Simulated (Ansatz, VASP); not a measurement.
## One calculation of PtS2, two programs

```
Pt S
1.0
     3.54320    0.00000    0.00000
    -1.77160    3.06850    0.00000
     0.00000    0.00000    5.03880
Pt S
1 2
Direct
  0.00000 0.00000 0.00000
  0.66667 0.33333 0.77300
  0.33333 0.66667 0.22700
```

Alike in both runs: task single point; functional PBEsol; k mesh 9 × 9 × 5; occupations fermi-dirac, width 0.05 eV; no spin polarisation.

```csv
,VASP,Ansatz
version,VASP 6.6.1,Ansatz 0.2.0
potentials or method,"VASP PAW PBE potentials, release 64 (Pt, S), cutoff 520 eV","all-electron LAPW, scalar-relativistic"
```

Ansatz gave:

| Item | Value |
| --- | --- |
| gap on the k mesh at the Fermi level (eV) | 0.96 |
| least direct gap on the mesh (eV) | 1.00 |
| pressure (GPa) | 6.4 |
| largest component of the traceless stress (GPa) | 0.54 |
| rms of the force components (eV/Å) | 0.448 |

Task: What did VASP give for the same quantities?

Result: gap on the k mesh at the Fermi level (eV): 0.96; least direct gap on the mesh (eV): 1.00; pressure (GPa): 6.1; largest component of the traceless stress (GPa): 0.40; rms of the force components (eV/Å): 0.438.

Atom by atom the forces differ by 0.010 eV/Å (rms over components). Ansatz ran all-electron here, so the differences hold the error of VASP's frozen core and of both bases.

Caveats: spin-orbit coupling is left out, which moves the levels of the heavy elements; an odd mesh through Γ misses points on the zone boundary, where band edges often lie; the PAW data sets were made with another functional, which shifts forces and pressure a little (VASP). As with any semilocal functional, this PBEsol gap is likely too small.
